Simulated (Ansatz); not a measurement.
Relaxed (100) slab cut from Ge (space group Fd-3m (No. 227)); the slab's formula is Ge, its outer planes Ge (top) and Ge (bottom):

```
CELL_PARAMETERS angstrom
4.07369 0.00000 0.00000
0.00000 4.07369 0.00000
0.00000 0.00000 25.08187
ATOMIC_POSITIONS crystal
Ge 0.00000 0.50000 0.29694
Ge 0.00000 0.00000 0.35566
Ge 0.50000 0.00000 0.41353
Ge 0.50000 0.50000 0.47120
Ge 0.00000 0.50000 0.52880
Ge 0.00000 0.00000 0.58647
Ge 0.50000 0.00000 0.64434
Ge 0.50000 0.50000 0.70306
```

Theory: Ansatz 0.2.0, DFT PBE, scalar-relativistic, plane waves, PAW. Cutoff 420 eV; k points 9×9×1 on the computed 8-atom cell (Γ-centred); Gaussian smearing, width 0.10 eV; no spin polarisation. A dipole correction removes the field between periodic images along c.

The potential is the smooth part; its values at the atoms depend on the PAW datasets.

Q: How does the plane-averaged electrostatic potential energy of an electron run along c, counted from the Fermi level?

A:
```tsv
z (Å)	V (eV)
2.51	4.97
2.79	4.97
3.07	4.97
3.34	4.97
3.62	4.97
3.90	4.97
4.18	4.97
4.46	4.96
4.74	4.95
5.02	4.93
5.30	4.88
5.57	4.77
5.85	4.56
6.13	4.13
6.41	3.25
6.69	1.37
6.97	-1.04
7.25	-2.88
7.52	-3.54
7.80	-3.02
8.08	-2.33
8.36	-2.35
8.64	-3.07
8.92	-3.52
9.20	-3.10
9.48	-2.42
9.75	-2.41
10.03	-3.09
10.31	-3.73
10.59	-3.50
10.87	-2.76
11.15	-2.58
11.43	-3.09
11.70	-3.80
11.98	-3.73
12.26	-2.98
12.54	-2.64
12.82	-2.98
13.10	-3.73
13.38	-3.80
13.66	-3.09
13.93	-2.58
14.21	-2.76
14.49	-3.50
14.77	-3.73
15.05	-3.09
15.33	-2.41
15.61	-2.42
15.89	-3.10
16.16	-3.52
16.44	-3.07
16.72	-2.35
17.00	-2.33
17.28	-3.02
17.56	-3.54
17.84	-2.88
18.11	-1.04
18.39	1.37
18.67	3.25
18.95	4.13
19.23	4.56
19.51	4.77
19.79	4.88
20.07	4.93
20.34	4.95
20.62	4.96
20.90	4.97
21.18	4.97
21.46	4.97
21.74	4.97
22.02	4.97
22.29	4.97
22.57	4.97
```

The vacuum level lies 4.97 eV above the Fermi level.

Cost: 1 run of about 3.8 core-minutes, on Arm Neoverse V1 (shared hosts).